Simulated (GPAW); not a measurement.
**CdO (Monteponite): single point with PBE**

CdO (Monteponite):

```xyz
2
Lattice="3.3227 0.0000 0.0000 1.6613 2.8775 0.0000 1.6613 0.9592 2.7130" Properties=species:S:1:pos:R:3 pbc="T T T"
Cd    0.0000    0.0000    0.0000
O     3.3227    1.9184    1.3565
```

| Property | Result |
| --- | --- |
| Program | GPAW 26.7.0 |
| Task | single point |
| Functional | PBE |
| Potentials or basis | GPAW PAW data sets (gpaw-data 1.2.1) |
| Cutoff | 800 eV |
| Basis | pw |
| k mesh | 13 × 13 × 13 |
| Occupations | fermi-dirac, width 0.05 eV |
| Spin | no spin polarisation |

```yaml
Pressure: 5.5 GPa
Band_gap_on_the_k_mesh: none (metal or under the smearing width)
```

Levels at points of the mesh, in eV from the Fermi level:
```
           k point  band 6  band 7  band 8  band 9  band 10  band 11  band 12  band 13
(0.00, 0.00, 0.00)   -6.52   -1.56   -1.56   -1.56    -0.59    14.43    16.85    16.85
```

Wall time 47 s on 1 thread of Arm Neoverse V1, with other jobs on the host, peak memory 0.19 GiB.

Caveat: this crystal is a semiconductor, whose small gap the functional closes, so the metal is an error of the method.
